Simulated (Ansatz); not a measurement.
Te:

```
Te
1.0
    -2.95779    3.87597    1.53515
     2.95779   -3.87597    1.53515
     2.95779    3.87597   -1.53515
Te
2
Direct
  0.00093 0.75093 0.25000
  0.99907 0.24907 0.75000
```

This isn't the form of Te at room conditions, which is trigonal, of chains.

```yaml
Program: Ansatz 0.2.0
Task: relaxation of cell and atoms
Functional: PBE
Dispersion: D3(BJ)
Potentials_or_basis: Ansatz PAW
Cutoff: "420 eV (not typed: the program's choice for these potentials)"
k_mesh: 10 × 10 × 10
Occupations: fermi-dirac, width 0.05 eV
Spin: no spin polarisation
```

At the start: volume 35.20 Å³/atom.

Q: How do energy, volume and symmetry change on relaxing?

A: It ends after 10 steps and the volume is 30.27 Å³/atom (-14.0 %); space group Cmmm (No. 65, to 0.05 Å).

The path:
```
step  energy change (eV)  largest force (eV/Å)  volume (Å³)
   1              0.0000                0.0024        70.40
   2             -0.0367                0.0004        65.79
   3             -0.0498                0.0003        64.00
   4             -0.0593                0.0004        62.02
   5             -0.0603                0.0000        62.03
   6             -0.0608                0.0000        61.75
   7             -0.0640                0.0001        61.07
   8             -0.0664                0.0002        60.65
   9             -0.0666                0.0000        60.54
  10             -0.0659                0.0000        60.54
```

Final structure:
```cif
data_structure
_symmetry_space_group_name_H-M 'P 1'
_symmetry_Int_Tables_number 1
_cell_length_a 4.6796
_cell_length_b 4.6796
_cell_length_c 4.6796
_cell_angle_alpha 98.715
_cell_angle_beta 93.983
_cell_angle_gamma 141.171
_cell_volume 60.54
loop_
_atom_site_label
_atom_site_type_symbol
_atom_site_fract_x
_atom_site_fract_y
_atom_site_fract_z
_atom_site_occupancy
Te1 Te 0.00000 0.75000 0.25000 1
Te2 Te 0.00000 0.25000 0.75000 1
```

Caveat: the plane-wave basis is chosen anew once the cell has moved, so the energies of steps on either side of that aren't comparable; pairwise dispersion overbinds metals, which lowers pressure and volume.
